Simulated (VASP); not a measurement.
# Ti (P6_3/mmc) in VASP: elastic constants with LDA

Aim: the elastic constants of Ti with LDA.

Program: VASP 6.6.1. These are calculated values, not measurements. Logs are shortened: lines on timing, memory, paths and dates and some standing lists are left out, and cuts for length are marked.

### 1 Starting point

Symmetry: P6_3/mmc, No. 194, hexagonal system. The conventional cell has a = 2.950 Å, b = 2.950 Å, c = 4.680 Å, α = 90.00°, β = 90.00°, γ = 120.00°. Around Ti (site symmetry -6m2) lie 12 Ti at 2.89 to 2.95 Å.

### 2 Elastic constants, LDA

Contents of POSCAR:

```
Ti
1.0
    2.9500000000      0.0000000000      0.0000000000
   -1.4750000000      2.5547749400      0.0000000000
    0.0000000000      0.0000000000      4.6800000000
Ti
2
Direct
    0.3333333300      0.6666666700      0.2500000000
    0.6666666700      0.3333333300      0.7500000000
```

Contents of INCAR.step1:

```
PREC = Accurate ; ENCUT = 600
EDIFF = 1E-8 ; ISMEAR = 0
SIGMA = 0.1 ; LREAL = F
LASPH = T ; NELM = 60
ALGO = Normal ; ISIF = 3
LWAVE = F ; LCHARG = F
IBRION = 2 ; NSW = 40
EDIFFG = -0.002
```

Contents of INCAR.step2:

```
PREC = Accurate ; ENCUT = 600
EDIFF = 1E-8 ; ISMEAR = 0
SIGMA = 0.1 ; LREAL = F
LASPH = T ; NELM = 60
ALGO = Normal ; ISIF = 3
LWAVE = F ; LCHARG = F
IBRION = 6 ; NFREE = 2
POTIM = 0.015 ; NSW = 1
```

Contents of KPOINTS:

```
regular mesh
0
Gamma
  13 13 7
```

Potentials or basis: VASP PAW LDA potentials, release 64 (Ti_sv).

Command:

```bash
$ cat potpaw_LDA.64/Ti_sv/POTCAR > POTCAR
$ cp INCAR.step1 INCAR
$ mpirun -np 1 vasp_std > vasp.out
$ cp CONTCAR POSCAR
$ cp INCAR.step2 INCAR
$ mpirun -np 1 vasp_std > vasp.out
```

OUTCAR:

```text
PREC = Accurate
   ENCUT = 600
   EDIFF = 1E-8
   ISMEAR = 0
   LREAL = F
   LASPH = T
   NELM = 60
   ISIF = 3
   IBRION = 6
   NFREE = 2
   POTIM = 0.015
   NSW = 1

 ion  position               nearest neighbor table
   1  0.333  0.667  0.250-   2 2.81   2 2.81   2 2.81   2 2.81   2 2.81   2 2.81
   2  0.667  0.333  0.750-   1 2.81   1 2.81   1 2.81   1 2.81   1 2.81   1 2.81

  LATTYP: Found a hexagonal cell.
 ALAT       =     2.8580558349
 C/A-ratio  =     1.5906393230

  Lattice vectors:

 A1 = (   2.8580558349,   0.0000000000,   0.0000000000)
 A2 = (  -1.4290279174,   2.4751489574,   0.0000000000)
 A3 = (   0.0000000000,   0.0000000000,   4.5461359982)

Analysis of symmetry for initial positions (statically):
=====================================================================
 Subroutine PRICEL returns:
 Original cell was already a primitive cell.

 Routine SETGRP: Setting up the symmetry group for a
 hexagonal supercell.

 Subroutine GETGRP returns: Found 24 space group operations
 (whereof 12 operations were pure point group operations)
 out of a pool of 24 trial point group operations.

The static configuration has the point symmetry D_3d.
 The point group associated with its full space group is D_6h.

Analysis of symmetry for dynamics (positions and initial velocities):
=====================================================================
 Subroutine PRICEL returns:
 Original cell was already a primitive cell.

 Routine SETGRP: Setting up the symmetry group for a
 hexagonal supercell.

 Subroutine GETGRP returns: Found 24 space group operations
 (whereof 12 operations were pure point group operations)
 out of a pool of 24 trial point group operations.

The dynamic configuration has the point symmetry D_3d.
 The point group associated with its full space group is D_6h.

[... 793 lines left out ...]
      6     -23.3884      2.00000
[... 8 lines left out ...]
     15      10.0869      0.00000
     16      10.5393      0.00000

 [... further k-points ...]

------------------------ aborting loop because EDIFF is reached ----------------------------------------

  FORCE on cell =-STRESS in cart. coord.  units (eV):
  Direction    XX          YY          ZZ          XY          YZ          ZX
  --------------------------------------------------------------------------------------
  -------------------------------------------------------------------------------------
  Total        0.0016250      0.0016250      0.0064002     -0.0000000      0.0000000      0.0000000
  in kB        0.0809545      0.0809545      0.3188538     -0.0000000      0.0000000      0.0000000
  external PRESSURE =       0.1602543 kB  Pullay stress =       0.0000000 kB
[... 17 lines left out ...]
  FREE ENERGIE OF THE ION-ELECTRON SYSTEM (eV)
  ---------------------------------------------------
  free  energy   TOTEN  =       -17.1025417975 eV

  energy  without entropy=      -17.0915247141  energy(sigma->0) =      -17.09703326

 INTERNAL STRAIN TENSORS FROM STRAINED CELLS
 ============================================

 INTERNAL STRAIN TENSOR FOR ION    1 for displacements in x,y,z  (eV/Angst):
          X           Y           Z          XY          YZ          ZX
  --------------------------------------------------------------------------------
  x     0.00000     0.00000    -0.00000    -2.39790    -0.00000     0.00000
  y    -2.40404     2.39548     0.00000    -0.00005    -0.00007    -0.00001
  z     0.00000    -0.00000     0.00000    -0.00000     0.00150     0.00000

 INTERNAL STRAIN TENSORS FROM DISPLACED ATOMS
 ============================================

 INTERNAL STRAIN TENSOR FOR ION    1 for displacements in x,y,z  (eV/Angst):
          X           Y           Z          XY          YZ          ZX
  --------------------------------------------------------------------------------
  x     0.00000     0.00000     0.00000    -2.40331     0.00000     0.00000
  y    -2.40331     2.40331    -0.00000     0.00000     0.00000     0.00000
  z    -0.00000     0.00000    -0.00000     0.00000     0.00000     0.00000

 INTERNAL STRAIN TENSOR FOR ION    2 for displacements in x,y,z  (eV/Angst):
          X           Y           Z          XY          YZ          ZX
  --------------------------------------------------------------------------------
  x    -0.00000     0.00000     0.00000     2.40331     0.00000     0.00000
  y     2.40331    -2.40331     0.00000    -0.00000     0.00000     0.00000
  z     0.00000     0.00000     0.00000     0.00000     0.00000     0.00000

 Eigenvectors and eigenvalues of the dynamical matrix
 ----------------------------------------------------

   1 f  =    5.831739 THz    36.641900 2PiTHz  194.525890 cm-1    24.118126 meV
             X         Y         Z           dx          dy          dz
     -0.000000  1.650099  1.136534     0.000000   -0.000000    0.707107
      1.429028  0.825050  3.409602     0.000000   -0.000000   -0.707107
[... 16 lines left out ...]
   5 f  =    0.000000 THz     0.000000 2PiTHz    0.000000 cm-1     0.000000 meV
             X         Y         Z           dx          dy          dz
     -0.000000  1.650099  1.136534     0.707107    0.000000    0.000000
      1.429028  0.825050  3.409602     0.707107    0.000000    0.000000

   6 f/i=    0.000000 THz     0.000000 2PiTHz    0.000001 cm-1     0.000000 meV
             X         Y         Z           dx          dy          dz
     -0.000000  1.650099  1.136534     0.000000   -0.517454   -0.481915
      1.429028  0.825050  3.409602     0.000000   -0.517454   -0.481915

--------------------------------------------------------------------------------------------------------

 ELASTIC MODULI CONTR FROM IONIC RELAXATION (kBar)
 Direction    XX          YY          ZZ          XY          YZ          ZX
 --------------------------------------------------------------------------------
 XX        -295.7092    295.7092     -0.0000      0.0000      0.0000      0.0000
 YY         295.7092   -295.7092      0.0000     -0.0000      0.0000      0.0000
 ZZ          -0.0000      0.0000     -0.0000      0.0000      0.0000      0.0000
 XY           0.0000     -0.0000      0.0000   -295.7092      0.0000      0.0000
 YZ           0.0000      0.0000      0.0000      0.0000      0.0000      0.0000
 ZX           0.0000      0.0000      0.0000      0.0000      0.0000      0.0000
 --------------------------------------------------------------------------------

 TOTAL ELASTIC MODULI (kBar)
 Direction    XX          YY          ZZ          XY          YZ          ZX
 --------------------------------------------------------------------------------
 XX        1722.3505   1063.5826    914.3970      0.0000     -0.0000     -0.0000
 YY        1063.5826   1722.3505    914.3970     -0.0000      0.0000      0.0000
 ZZ         914.3970    914.3970   2090.7640      0.0000     -0.0000      0.0000
 XY           0.0000     -0.0000      0.0000    329.3839      0.0000      0.0000
 YZ          -0.0000      0.0000     -0.0000      0.0000    319.4976      0.0000
 ZX           0.0000      0.0000      0.0000     -0.0000      0.0000    319.4976
 --------------------------------------------------------------------------------
```

OUTCAR.step1:

```text
PREC = Accurate
   ENCUT = 600
   EDIFF = 1E-8
   ISMEAR = 0
   LREAL = F
   LASPH = T
   NELM = 60
   ISIF = 3
[... 894 lines left out ...]
  -------------------------------------------------------------------------------------
  Total       -0.0022536     -0.0022536      0.0011925      0.0000000      0.0000000     -0.0000000
  in kB       -0.1122716     -0.1122716      0.0594070      0.0000000      0.0000000     -0.0000000
  external PRESSURE =      -0.0550454 kB  Pullay stress =       0.0000000 kB
[... 17 lines left out ...]
  FREE ENERGIE OF THE ION-ELECTRON SYSTEM (eV)
  ---------------------------------------------------
  free  energy   TOTEN  =       -17.1042062072 eV

  energy  without entropy=      -17.0931589382  energy(sigma->0) =      -17.09868257

 reached required accuracy - stopping structural energy minimisation
```

OSZICAR.step1:

```text
N       E                     dE             d eps       ncg     rms          rms(c)
DAV:   1     0.256035354544E+03    0.25604E+03   -0.14674E+04  2688   0.202E+03
DAV:   2     0.970532589587E+01   -0.24633E+03   -0.24496E+03  2752   0.512E+02
DAV:   3    -0.180010878191E+02   -0.27706E+02   -0.27491E+02  5320   0.139E+02
[... 83 lines left out ...]
DAV:   3    -0.171041960707E+02    0.10028E-03   -0.71257E-04  4480   0.244E-01    0.316E-02
DAV:   4    -0.171041998840E+02   -0.38133E-05   -0.61289E-05  3128   0.995E-02    0.125E-02
DAV:   5    -0.171042052430E+02   -0.53590E-05   -0.22774E-05  4144   0.369E-02    0.104E-02
DAV:   6    -0.171042061373E+02   -0.89430E-06   -0.32406E-06  3552   0.213E-02    0.235E-03
DAV:   7    -0.171042062167E+02   -0.79358E-07   -0.57738E-07  3616   0.614E-03    0.832E-04
DAV:   8    -0.171042062072E+02    0.94424E-08   -0.15367E-08  2024   0.155E-03
   7 F= -.17104206E+02 E0= -.17098683E+02  d E =-.351891E-04
```

Run time: 38 min. Hardware: 1 thread of AMD EPYC 7R13 (Zen 3), shared host; peak memory 0.39 GiB.

Results:

- Relaxed volume: 16.08 Å³/atom
- Relaxed cell: a = 2.858 Å, b = 2.858 Å, c = 4.546 Å, α = 90.00°, β = 90.00°, γ = 120.00°
- Space group after relaxing (to 0.05 Å): P6_3/mmc (No. 194)
- Voigt bulk modulus: 126 GPa
- Highest phonon frequency at Γ: 195 cm⁻¹

Step by step:
```tsv
step	energy change (eV)	largest force (eV/Å)	pressure (GPa)	volume (Å³)
1	0.0000	0.0000	-9.87	35.27
2	-0.0399	0.0000	9.80	30.01
3	-0.1027	0.0000	-0.09	32.19
4	-0.1026	0.0000	0.14	32.13
5	-0.1027	0.0000	-0.11	32.19
6	-0.1027	0.0000	-0.13	32.19
7	-0.1028	0.0000	-0.01	32.16
```

Final structure:
```xyz
2
Lattice="2.8581 0.0000 0.0000 -1.4290 2.4751 0.0000 0.0000 0.0000 4.5461" Properties=species:S:1:pos:R:3 pbc="T T T"
Ti    0.0000    1.6501    1.1365
Ti    1.4290    0.8251    3.4096
```

Phonon frequencies in cm⁻¹ (negative: imaginary):
| q point | frequencies |
| --- | --- |
| (0.000, 0.000, 0.000) | 0 0 0 105 105 195 |

Elastic tensor in Voigt notation (GPa, in the Cartesian axes of the cell as first typed):
```
172 106  91   0   0   0
106 172  91   0   0   0
 91  91 209   0   0   0
  0   0   0  32   0   0
  0   0   0   0  32   0
  0   0   0   0   0  33
```

Clamped-ion elastic tensor (GPa):
```
202  77  91   0   0   0
 77 202  91   0   0   0
 91  91 209   0   0   0
  0   0   0  32   0   0
  0   0   0   0  32   0
  0   0   0   0   0  63
```
